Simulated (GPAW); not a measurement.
Crystal: Sb.

```
CELL_PARAMETERS angstrom
2.15420 1.24373 3.75800
-2.15420 1.24373 3.75800
0.00000 -2.48746 3.75800
ATOMIC_POSITIONS crystal
Sb 0.76651 0.76651 0.76651
Sb 0.23349 0.23349 0.23349
```

Base run:

```yaml
Program: GPAW 26.7.0
Functional: r2SCAN
Potentials_or_basis: GPAW PAW data sets (gpaw-data 1.2.1)
Cutoff: 450 eV
Basis: pw
k_mesh: 6 × 6 × 6
Occupations: fermi-dirac, width 0.05 eV
Spin: no spin polarisation
```

Its results: band gap on the k mesh none (metal or under the smearing width); pressure -0.2 GPa; largest force 0.100 eV/Å.

Q: The run is repeated on the same cell with these changes: functional from r2SCAN to PBE. What comes out?

A: Band gap on the k mesh none (metal or under the smearing width); pressure 0.9 GPa; largest force 0.056 eV/Å.

Caveats: the cutoff is short for stress and forces, so pressures can be off by a GPa or more; the PAW data sets were made with another functional, which shifts forces and pressure a little (some runs).
